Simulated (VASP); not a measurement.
# ScAl4 (Pm-3m) in VASP: further runs, part 2 of 2

VASP 6.6.1.

**3. Relaxation of cell and atoms, PBE (random cell by space group and Wyckoff sites (Pm-3m, No. 221))**

Contents of INCAR:

```
PREC = Accurate ; ENCUT = 600
EDIFF = 1E-6 ; ISMEAR = 0
SIGMA = 0.1 ; LREAL = F
LASPH = T ; NELM = 100
ALGO = Fast ; ISIF = 3
LWAVE = F ; LCHARG = F
GGA = PE ; IBRION = 2
NSW = 100 ; EDIFFG = -0.01
```

Contents of KPOINTS:

```
regular mesh
0
Gamma
  8 8 8
```

Contents of POSCAR:

```
ScAl4
1.0
    5.2668370842      0.0000000000      0.0000000000
    0.0000000000      5.2668370842      0.0000000000
    0.0000000000      0.0000000000      5.2668370842
Sc Al
1 4
Direct
    0.5000000000      0.5000000000      0.5000000000
    0.0000000000      0.0000000000      0.0000000000
    0.0000000000      0.5000000000      0.5000000000
    0.5000000000      0.0000000000      0.5000000000
    0.5000000000      0.5000000000      0.0000000000
```

Potentials or basis: VASP PAW PBE potentials, release 64 (Sc_sv, Al).

Started as:

```console
$ cat potpaw_PBE.64/Sc_sv/POTCAR potpaw_PBE.64/Al/POTCAR > POTCAR
$ mpirun -np 1 vasp_std > vasp.out
```

OUTCAR:

```text
PREC = Accurate
   ENCUT = 600
   EDIFF = 1E-6
   ISMEAR = 0
   LREAL = F
   LASPH = T
   NELM = 100
   ISIF = 3
   GGA = PE
   IBRION = 2
   NSW = 100
   EDIFFG = -0.01

 ion  position               nearest neighbor table
   1  0.500  0.500  0.500-   3 2.63   4 2.63   5 2.63   5 2.63   4 2.63   3 2.63
   2  0.000  0.000  0.000-
   3  0.000  0.500  0.500-   1 2.63   1 2.63
   4  0.500  0.000  0.500-   1 2.63   1 2.63
   5  0.500  0.500  0.000-   1 2.63   1 2.63

  LATTYP: Found a simple cubic cell.
 ALAT       =     5.2668370842

  Lattice vectors:

 A1 = (   5.2668370842,   0.0000000000,   0.0000000000)
 A2 = (   0.0000000000,   5.2668370842,   0.0000000000)
 A3 = (   0.0000000000,   0.0000000000,   5.2668370842)

Analysis of symmetry for initial positions (statically):
[... 284 lines left out ...]
      5      -4.3081      2.00000
      6      -0.6309      2.00000
      7      -0.6309      2.00000
      8       0.1884      2.00000
      9       1.3489      2.00000
     10       1.3489      2.00000
     11       1.3489      2.00000
     12       3.7986      0.00000
     13       3.7986      0.00000
     14       3.7986      0.00000
[... 401 lines left out ...]
      2     -24.9645      2.00000
      3     -24.9640      2.00000
      4     -24.9617      2.00000
      5      -2.4431      2.00000
      6      -2.0710      2.00000
      7      -1.2777      2.00000
      8      -0.9867      2.00000
      9       1.3556      2.00000
     10       1.7279      2.00000
     11       2.2266      2.00000
     12       2.5368      1.41386
     13       2.7165      0.04579
     14       3.1467      0.00000
     15       4.0177      0.00000

 [... further k-points ...]

------------------------ aborting loop because EDIFF is reached ----------------------------------------

  FORCE on cell =-STRESS in cart. coord.  units (eV):
  Direction    XX          YY          ZZ          XY          YZ          ZX
  --------------------------------------------------------------------------------------
  -------------------------------------------------------------------------------------
  Total       -0.0362640     -0.0362640     -0.0362640      0.0000000      0.0000000     -0.0000000
  in kB       -0.3926594     -0.3926594     -0.3926594      0.0000000      0.0000000     -0.0000000
  external PRESSURE =      -0.3926594 kB  Pullay stress =       0.0000000 kB
[... 20 lines left out ...]
  FREE ENERGIE OF THE ION-ELECTRON SYSTEM (eV)
  ---------------------------------------------------
  free  energy   TOTEN  =       -16.0100762439 eV

  energy  without entropy=      -15.9772830595  energy(sigma->0) =      -15.99367965

 reached required accuracy - stopping structural energy minimisation
```

Wall time 3.4 min (1 thread of Intel Xeon Platinum 8488C (Sapphire Rapids), shared host); peak memory 0.33 GiB.

Results:

| Property | Result |
| --- | --- |
| Free energy | -16.0101 eV |
| Relaxed volume | 29.59 Å³/atom |
| Relaxed cell | a = 5.289 Å, b = 5.289 Å, c = 5.289 Å, α = 90.00°, β = 90.00°, γ = 90.00° |
| Space group after relaxing (to 0.05 Å) | Pm-3m (No. 221) |
| Energy gained by relaxing | 0.3 meV/atom |
| Ionic steps | 3 |
| Pressure after relaxing | 0.0 GPa |
| Band gap on the k mesh | none (metal or under the smearing width) |

The path:
```
step  energy change (eV)  largest force (eV/Å)  pressure (GPa)  volume (Å³)
   1              0.0000                0.0000            0.28       146.10
   2             -0.0012                0.0000            0.08       147.19
   3             -0.0013                0.0000           -0.04       147.97
```

Final structure:
```
CELL_PARAMETERS angstrom
5.28920 0.00000 0.00000
0.00000 5.28920 0.00000
0.00000 0.00000 5.28920
ATOMIC_POSITIONS crystal
Sc 0.50000 0.50000 0.50000
Al 0.00000 0.00000 0.00000
Al 0.00000 0.50000 0.50000
Al 0.50000 0.00000 0.50000
Al 0.50000 0.50000 0.00000
```

Levels at points of the mesh, in eV from the Fermi level:
| k point | band 10 | band 11 | band 12 | band 13 | band 14 | band 15 |
| --- | --- | --- | --- | --- | --- | --- |
| (0.00, 0.00, 0.00) | -1.23 | -1.23 | 1.22 | 1.22 | 1.22 | 2.81 |
| (0.50, 0.00, 0.00) | -0.49 | -0.37 | -0.19 | -0.19 | 1.31 | 1.32 |
| (0.50, 0.50, 0.00) | 0.05 | 0.05 | 0.06 | 0.14 | 0.76 | 0.96 |
| (0.50, 0.50, 0.50) | -2.12 | -2.12 | -2.12 | 0.18 | 0.18 | 2.64 |

**4. Single point, PBE (random cell by space group and Wyckoff sites (Pm-3m, No. 221))**

Contents of INCAR:

```
SYSTEM = ScAl4
PREC = Accurate
ENCUT = 520
EDIFF = 1E-6
ISMEAR = 0
SIGMA = 0.1
LREAL = .False.
LASPH = .True.
NELM = 80
ALGO = Normal
ISIF = 2
LWAVE = .False.
LCHARG = .False.
GGA = PE
NBANDS = 20
```

Contents of KPOINTS:

```
regular mesh
0
Gamma
  4 4 4
  0 0 0
```

POSCAR: that of step 3 with these lines changed.

```diff
@@ -2,5 +2,5 @@
 1.0
-    5.2668370842      0.0000000000      0.0000000000
-    0.0000000000      5.2668370842      0.0000000000
-    0.0000000000      0.0000000000      5.2668370842
+    4.2591538600      0.0000000000      0.0000000000
+    0.0000000000      4.2591538600      0.0000000000
+    0.0000000000      0.0000000000      4.2591538600
 Sc Al
```

Started as:

```console
$ cat potpaw_PBE.64/Sc_sv/POTCAR potpaw_PBE.64/Al/POTCAR > POTCAR
$ mpirun -np 1 vasp_std > vasp.out
```

It took 12 s on 1 thread of Intel Xeon Platinum 8488C (Sapphire Rapids), shared host; peak memory 0.17 GiB.

The run converged. Its results:

- Free energy: -10.4575 eV
- Pressure: 41.5 GPa
- Band gap on the k mesh: none (metal or under the smearing width)

Levels at points of the mesh, in eV from the Fermi level:
```csv
k point,band 8,band 9,band 10,band 11,band 12,band 13,band 14,band 15,band 16,band 17
"(0.00, 0.00, 0.00)",-2.27,-2.27,-2.27,-0.40,0.18,0.18,0.18,3.29,3.29,4.40
"(0.50, 0.00, 0.00)",-2.29,-2.29,-0.28,-0.06,-0.06,0.19,0.46,0.59,2.77,3.52
"(0.50, 0.50, 0.00)",-5.60,-1.42,-1.42,-0.53,0.18,0.64,0.97,2.40,2.40,2.58
"(0.50, 0.50, 0.50)",-4.42,-3.63,-3.63,-3.63,-2.18,0.29,0.29,3.62,3.62,3.62
```

Caveat: the k mesh is coarse (spacing up to 0.37 Å⁻¹), so the values aren't converged; a pressure of tens of GPa on the cell as given is suspect, and the run, the potentials or the cell itself is likely at fault.

**5. Overview**

| task | cell | k mesh | cutoff (eV) | mesh quality | gap on the mesh (eV) | pressure (GPa) |
| --- | --- | --- | --- | --- | --- | --- |
| single point | random cell by space group and Wyckoff sites (Pm-3m, No. 221) | 8 × 8 × 8 | 520 | not flagged | none | 0.0 |
| relaxation of cell and atoms | relaxed from: random cell by space group and Wyckoff sites (Pm-3m, No. 221) | 8 × 8 × 8 | 600 | not flagged | none | 0.0 |
| single point | random cell by space group and Wyckoff sites (Pm-3m, No. 221) | 4 × 4 × 4 | 520 | coarse | none | 41.5 |

Alike in all rows: level PBE; potentials or basis VASP PAW PBE potentials, release 64 (Sc_sv, Al); no spin polarisation; smearing gaussian 0.1 eV.

Caveats: some runs use coarse meshes; a pressure of tens of GPa on the cell as given is suspect, and the run, the potentials or the cell itself is likely at fault (some runs).

Total energies depend on the potentials used, so only differences within one code and one set of settings carry meaning.
